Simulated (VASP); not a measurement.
Write the native input for VASP 6.6.1 that does the following.

| Property | Result |
| --- | --- |
| Task | relaxation of cell and atoms |
| Functional | revPBE |
| Dispersion | D4 |
| Potentials or basis | VASP PAW PBE potentials, release 64 (Pt, S) |
| Cutoff | 600 eV |
| k mesh | 9 × 9 × 5 |
| Occupations | fermi-dirac, width 0.05 eV |
| Spin | no spin polarisation |
| Further INCAR settings | ALGO = Normal; EDIFF = 1e-06; IBRION = 2; EDIFFG = -0.01; NSW = 60; ISIF = 3 |

The structure of PtS2 lies in POSCAR:

```
PtS2
1.0
    3.5432000000      0.0000000000      0.0000000000
   -1.7716000000      3.0685012107      0.0000000000
    0.0000000000      0.0000000000      5.0388000000
Pt S
1 2
Direct
    0.0000000000      0.0000000000      0.0000000000
    0.6666666667      0.3333333333      0.7730000000
    0.3333333333      0.6666666667      0.2270000000
```

These files were run (other wordings do the same):

INCAR

```
PREC = Accurate
ENCUT = 600
EDIFF = 1E-6
ISMEAR = -1
SIGMA = 0.05
LREAL = F
LASPH = T
NELM = 80
ALGO = Normal
ISIF = 3
LWAVE = F
LCHARG = F
GGA = RE
IVDW = 13
IBRION = 2
NSW = 60
EDIFFG = -0.01
```

KPOINTS

```
regular mesh
0
Gamma
  9 9 5
```

Potentials or basis: VASP PAW PBE potentials, release 64 (Pt, S).

The run is started by

```console
$ cat potpaw_PBE.64/Pt/POTCAR potpaw_PBE.64/S/POTCAR > POTCAR
$ mpirun -np 1 vasp_std > vasp.out
```

Results of the run:

```
Relaxed volume                         : 16.50 Å³/atom
Relaxed cell                           : a = 3.572 Å, b = 3.572 Å, c = 4.481 Å, α = 90.00°, β = 90.00°, γ = 120.00°
Space group after relaxing (to 0.05 Å) : P-3m1 (No. 164)
Energy gained by relaxing              : 66.9 meV/atom
Ionic steps                            : 20
Pressure after relaxing                : 0.0 GPa
Largest force after relaxing           : 0.006 eV/Å
Band gap on the k mesh                 : none (metal or under the smearing width)
Dispersion energy per atom             : -0.905 eV
```

Caveat: the PAW data sets were made with another functional, which shifts forces and pressure a little; pairwise dispersion overbinds metals, which lowers pressure and volume.

It took 7 min on 1 thread of Intel(R) Xeon(R) Platinum 8259CL CPU @ 2.50GHz (Skylake/Cascade Lake) (shared host), peak memory 0.23 GiB.
